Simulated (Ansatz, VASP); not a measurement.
# One calculation of InPd, 3 ways

```
In Pd
1.0
     3.27188    0.00000    0.00000
     0.00000    3.27188    0.00000
     0.00000    0.00000    3.27188
In Pd
1 1
Direct
  0.00000 0.00000 0.00000
  0.50000 0.50000 0.50000
```

The cell comes from a database or a generator and needn't be the stable form of this composition.

Alike in all runs: task band structure; functional PBEsol; k mesh 6 × 6 × 6; occupations fermi-dirac, width 0.05 eV; spin-orbit coupling, no magnetisation; with spin-orbit coupling. Pressure is positive in compression and, in plane waves, holds the error of the finite cutoff, which Ansatz's Pulay term estimates and takes out.

```json
{"program and potentials": "Ansatz, Ansatz PAW", "plane-wave cutoff (eV)": "420", "notes": "potentials made for PBE, which Ansatz adapts in part; 15.5 valence electrons an atom on average; Pulay term of +0.06 GPa included", "pressure (GPa)": "-2.77"}
{"program and potentials": "Ansatz, all-electron LAPW, relativistic spinors", "plane-wave cutoff (eV)": "-", "notes": "-", "pressure (GPa)": "-2.77"}
{"program and potentials": "VASP, PBE PAW files In_d, Pd, 520 eV", "plane-wave cutoff (eV)": "520", "notes": "potentials made for PBE; 11.5 valence electrons an atom on average", "pressure (GPa)": "-2.65"}
```

The pressure spans -2.77 (Ansatz, Ansatz PAW) to -2.65 GPa (VASP, PBE PAW files In_d, Pd, 520 eV), with all-electron results at -2.77.

Differences between rows come from potentials, basis sets and numerical settings, since the functional is the same but for its coding. Runs on potential files found faulty are left out.
